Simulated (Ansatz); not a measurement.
# What a change of settings does to a run on SrCl₂

The cell comes from COD entry 1541509, which wasn't checked; take it as a given geometry. The listed cell was then made from it by scaling, straining or moving an atom.

First run: DFT, PBE, all-electron LAPW, scalar-relativistic (Ansatz 0.2.0).

Command: `ansatz run input.yaml --threads 1 --pin off --max-ram 4096MiB --backend cpu --events-out ev --progress --plain --runs-dir out` The run took 33 s on 1 thread of Intel(R) Xeon(R) Processor @ 2.70GHz (shared host), peak memory 0.5 GiB.

```yaml
crystal:
  lattice:
    - [0.034855, 3.4855, 3.4855]
    - [3.4855, 0.034855, 3.4855]
    - [3.520355, 3.520355, 0.0]
  atoms:
    - { symbol: Sr, position: [0.0, 0.0, 0.0] }
    - { symbol: Cl, position: [0.25, 0.25, 0.25] }
    - { symbol: Cl, position: [0.75, 0.75, 0.75] }
kpoints:
  mp_grid: { grid: [8, 8, 8] }
scf:
  occupations: { method: fermi_dirac, width: 0.01 }
hamiltonian:
  xc: pbe
  pseudopotentials: { kind: all_electron, lapw: { basis_error: 0.001 } }
output:
  forces: true
  stress: true
  eigenvalues: true
```

Result: converged; pressure 1.10 GPa; largest force 0.049 eV/Å; gap on the k mesh 5.35 eV; 7 SCF iterations.

The input is then changed:

```diff
@@ -12,6 +12,8 @@
 scf:
   occupations: { method: fermi_dirac, width: 0.01 }
+  mixing: { algorithm: anderson, beta: 0.9 }
+  convergence: { dr2_threshold: 1.0e-11 }
 hamiltonian:
-  xc: pbe
+  xc: pbesol
   pseudopotentials: { kind: all_electron, lapw: { basis_error: 0.001 } }
 output:
```

(1) What does the second run give?

Answers

(1) It converged; pressure -0.96 GPa; largest force 0.042 eV/Å; gap on the k mesh 5.15 eV; 10 SCF iterations.
